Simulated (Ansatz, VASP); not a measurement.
## As: VASP beside Ansatz

File INCAR:

```
PREC = Accurate ; ENCUT = 520
EDIFF = 1E-7 ; ISMEAR = 0
SIGMA = 0.15 ; LREAL = F
LASPH = T ; NELM = 60
ALGO = Normal ; ISIF = 2
LWAVE = F ; LCHARG = T
GGA = PE ; LELF = T
LVHAR = T ; NBANDS = 8
```

File KPOINTS:

```
Automatic mesh
0
Gamma
  18 18 18
```

POSCAR

```
As
1.0
    2.4333135700      0.0000000000      0.0000000000
    0.0000000000      2.4333135700      0.0000000000
    0.0000000000      0.0000000000      2.7036817444
As
1
Direct
    0.5000000000      0.5000000000      0.5000000000
```

Input for Ansatz:

```yaml
crystal:
  lattice:
    - [2.43331357, 0.0, 0.0]
    - [0.0, 2.43331357, 0.0]
    - [0.0, 0.0, 2.7036817444]
  atoms:
    - { symbol: As, position: [0.5, 0.5, 0.5] }
basis:
  ecutwfc: 420
kpoints:
  mp_grid: { grid: [18, 18, 18] }
hamiltonian:
  xc: pbe
scf:
  occupations: { method: gaussian, width: 0.15 }
output:
  forces: true
  stress: true
  eigenvalues: true
```

Change from the starting cell: strain -0.1000 x Voigt [1, 1, 0, 0, 0, 0], atoms carried along.

Alike in both runs: task single point; functional PBE; k mesh 18 × 18 × 18; occupations gaussian, width 0.15 eV; no spin polarisation.

|  | VASP | Ansatz |
| --- | --- | --- |
| version | VASP 6.6.1 | Ansatz 0.2.0 |
| potentials or method | VASP PAW PBE potentials, release 64 (As) | scalar-relativistic, plane waves, PAW |
| plane-wave cutoff (eV) | 520 | 420 |
| valence electrons in the cell | 5 | 15 |

VASP gave:

- gap on the k mesh at the Fermi level (eV): none
- pressure (GPa): 35.4
- largest component of the traceless stress (GPa): 22.62

Which values does Ansatz return?

gap on the k mesh at the Fermi level (eV): none; pressure (GPa): 34.5; largest component of the traceless stress (GPa): 22.21.

A gap of «none» marks a metal or a gap that the smearing closes. The two sets of potentials don't hold the same shells in valence.

Caveats: so large a pressure means that the cell lies far from this level's equilibrium, or that cutoff or potentials fall short (VASP).
